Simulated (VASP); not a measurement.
# Ta (Im-3m) in VASP: a series of runs, part 2 of 2

VASP 6.6.1.

## 5. Relaxation of the atoms, PBE (a relaxed cell with its volume scaled by 0.98)

File INCAR:

```
SYSTEM = Ta
ALGO     = Normal         ! electronic algorithm
EDIFF    = 1E-7           ! SCF threshold, eV
EDIFFG   = -0.01          ! ionic threshold
ENCUT    = 300            ! plane-wave cutoff, eV
GGA      = PE             ! functional
IBRION   = 2              ! ionic algorithm
ISIF     = 2              ! what is computed and relaxed
ISMEAR   = 1              ! smearing method
LASPH    = .True.         ! aspherical terms in the spheres
LCHARG   = .False.        ! write CHGCAR
LREAL    = .False.        ! projectors in reciprocal space
LWAVE    = .False.        ! write WAVECAR
NELM     = 80             ! most SCF steps
NSW      = 40             ! ionic steps
PREC     = Accurate       ! precision mode
SIGMA    = 0.1            ! smearing width, eV
```

File KPOINTS:

```
k-points
0
Gamma
  8 8 8
  0 0 0
```

File POSCAR:

```
Ta                                      
1.0
   -1.6369071886      1.6369071886      1.6369071886
    1.6369071886     -1.6369071886      1.6369071886
    1.6369071886      1.6369071886     -1.6369071886
  Ta            
     1
Direct
     0.0000000000000000    0.0000000000000000    0.0000000000000000
```

Potentials or basis: VASP PAW PBE potentials, release 64 (Ta).

Run with:

```console
> cat potpaw_PBE.64/Ta/POTCAR > POTCAR
> mpirun -np 1 vasp_std > vasp.out
```

OUTCAR:

```text
SYSTEM = Ta
   EDIFF = 1E-7
   EDIFFG = -0.01
   ENCUT = 300
   GGA = PE
   IBRION = 2
   ISIF = 2
   ISMEAR = 1
   LASPH = .True.
   LREAL = .False.
   NELM = 80
   NSW = 40
   PREC = Accurate

 ion  position               nearest neighbor table
   1  0.000  0.000  0.000-

  LATTYP: Found a body centered cubic cell.
 ALAT       =     3.2738143772

  Lattice vectors:

 A1 = (  -1.6369071886,   1.6369071886,   1.6369071886)
[... 398 lines left out ...]
      6      11.7145      0.00000

 [... further k-points ...]

------------------------ aborting loop because EDIFF is reached ----------------------------------------

  FORCE on cell =-STRESS in cart. coord.  units (eV):
  Direction    XX          YY          ZZ          XY          YZ          ZX
  --------------------------------------------------------------------------------------
  -------------------------------------------------------------------------------------
  Total        0.4930228      0.4930228      0.4930228     -0.0000000     -0.0000000     -0.0000000
  in kB       45.0241364     45.0241364     45.0241364     -0.0000000     -0.0000000     -0.0000000
  external PRESSURE =      45.0241364 kB  Pullay stress =       0.0000000 kB

 VOLUME and BASIS-vectors are now :
 -----------------------------------------------------------------------------
  energy-cutoff  :      300.00
  volume of cell :       17.54
      direct lattice vectors                 reciprocal lattice vectors
    -1.636907189  1.636907189  1.636907189     0.000000000  0.305454093  0.305454093
     1.636907189 -1.636907189  1.636907189     0.305454093  0.000000000  0.305454093
     1.636907189  1.636907189 -1.636907189     0.305454093  0.305454093  0.000000000

 POSITION                                       TOTAL-FORCE (eV/Angst)
 -----------------------------------------------------------------------------------
      0.00000      0.00000      0.00000         0.000000     -0.000000      0.000000
 -----------------------------------------------------------------------------------
    total drift:                                0.000000      0.000000     -0.000000

  FREE ENERGIE OF THE ION-ELECTRON SYSTEM (eV)
  ---------------------------------------------------
  free  energy   TOTEN  =       -11.8776196768 eV

  energy  without entropy=      -11.8784988718  energy(sigma->0) =      -11.87791274

 reached required accuracy - stopping structural energy minimisation
```

OSZICAR:

```text
N       E                     dE             d eps       ncg     rms          rms(c)
DAV:   1    -0.336808668960E+01   -0.33681E+01   -0.13408E+03   366   0.370E+02
DAV:   2    -0.122762402033E+02   -0.89082E+01   -0.81195E+01   606   0.629E+01
DAV:   3    -0.123203545502E+02   -0.44114E-01   -0.44110E-01   348   0.620E+00
DAV:   4    -0.123204299739E+02   -0.75424E-04   -0.75424E-04   480   0.201E-01
DAV:   5    -0.123204301609E+02   -0.18701E-06   -0.18702E-06   348   0.715E-03    0.150E+01
DAV:   6    -0.120205587285E+02    0.29987E+00   -0.17212E-01   372   0.308E+00    0.778E+00
DAV:   7    -0.118788537659E+02    0.14170E+00   -0.25454E-01   390   0.365E+00    0.335E-01
DAV:   8    -0.118776554056E+02    0.11984E-02   -0.75576E-04   390   0.214E-01    0.581E-02
DAV:   9    -0.118776246215E+02    0.30784E-04   -0.83765E-05   396   0.623E-02    0.165E-02
DAV:  10    -0.118776210688E+02    0.35527E-05   -0.71518E-07   390   0.809E-03    0.921E-03
DAV:  11    -0.118776198555E+02    0.12133E-05   -0.18877E-07   360   0.332E-03    0.579E-04
DAV:  12    -0.118776196841E+02    0.17140E-06   -0.41954E-09   174   0.497E-04    0.571E-04
DAV:  13    -0.118776196768E+02    0.73316E-08   -0.88639E-10   174   0.253E-04
   1 F= -.11877620E+02 E0= -.11877913E+02  d E =-.118776E+02
```

CONTCAR:

```text
Ta
   1.00000000000000
    -1.6369071886000000    1.6369071886000000    1.6369071886000000
     1.6369071886000000   -1.6369071886000000    1.6369071886000000
     1.6369071886000000    1.6369071886000000   -1.6369071886000000
  Ta
     1
Direct
     0.0000000000000000    0.0000000000000000    0.0000000000000000

  0.00000000E+00  0.00000000E+00  0.00000000E+00
```

Run time: 1.2 s. Hardware: 1 thread of Intel Xeon 6975P-C (Granite Rapids), shared host; peak memory 0.1 GiB.

Results:

```yaml
Free_energy: -11.8776 eV
Pressure_after_relaxing: 4.5 GPa
Band_gap_on_the_k_mesh: none (metal or under the smearing width)
```

Final structure:
```
Ta
1.0
    -1.63691    1.63691    1.63691
     1.63691   -1.63691    1.63691
     1.63691    1.63691   -1.63691
Ta
1
Direct
  0.00000 0.00000 0.00000
```

Caveat: the relaxation stopped at its first step, so nothing moved. Spin-orbit coupling is left out, which matters for the levels of Ta.

## 6. Relaxation of the atoms, PBE

INCAR is that of step 5.

KPOINTS is that of step 5.

File POSCAR:

```
Ta                                      
1.0
   -1.6479677078      1.6479677078      1.6479677078
    1.6479677078     -1.6479677078      1.6479677078
    1.6479677078      1.6479677078     -1.6479677078
  Ta            
     1
Direct
     0.0000000000000000    0.0000000000000000    0.0000000000000000
```

Potentials or basis: VASP PAW PBE potentials, release 64 (Ta).

Run with:

```console
> cat potpaw_PBE.64/Ta/POTCAR > POTCAR
> mpirun -np 1 vasp_std > vasp.out
```

It took 1.2 s on 1 thread of Intel Xeon 6975P-C (Granite Rapids), shared host; peak memory 0.11 GiB.

Results (log left out):

```yaml
Free_energy: -11.8835 eV
Pressure_after_relaxing: 0.0 GPa
Band_gap_on_the_k_mesh: none (metal or under the smearing width)
```

Final structure:
```
CELL_PARAMETERS angstrom
-1.64797 1.64797 1.64797
1.64797 -1.64797 1.64797
1.64797 1.64797 -1.64797
ATOMIC_POSITIONS crystal
Ta 0.00000 0.00000 0.00000
```

Levels at points of the mesh, in eV from the Fermi level:
```
           k point  band 1  band 2  band 3  band 4  band 5  band 6
(0.00, 0.00, 0.00)   -7.95    0.73    0.73    0.73    4.02    4.02
(0.50, 0.00, 0.00)   -4.41   -1.56    1.60    3.91    4.94    7.85
(0.50, 0.50, 0.50)   -3.85   -3.85    6.88    6.88    6.88    8.66
```

Caveat: the relaxation stopped at its first step, so nothing moved. The run has no spin-orbit coupling, so splittings on Ta are missing.

## 7. Summary

```tsv
task	cell	gap on the mesh (eV)	pressure (GPa)
relaxation of cell and atoms	relaxed	none	0.0
relaxation of the atoms	atoms relaxed from: a relaxed cell with its volume scaled by 0.94	none	15.0
relaxation of the atoms	atoms relaxed from: a relaxed cell with its volume scaled by 0.96	none	9.5
relaxation of the atoms	atoms relaxed from: a relaxed cell with its volume scaled by 0.98	none	4.5
relaxation of the atoms	atoms relaxed	none	0.0
```

Alike in all rows: level PBE; potentials or basis VASP PAW PBE potentials, release 64 (Ta); no spin polarisation; k mesh 8 × 8 × 8; cutoff (eV) 300; smearing methfessel-paxton 0.1 eV.

Caveats: the relaxation stopped at its first step, so nothing moved.

Absolute energies hang on the potentials; compare differences alone.
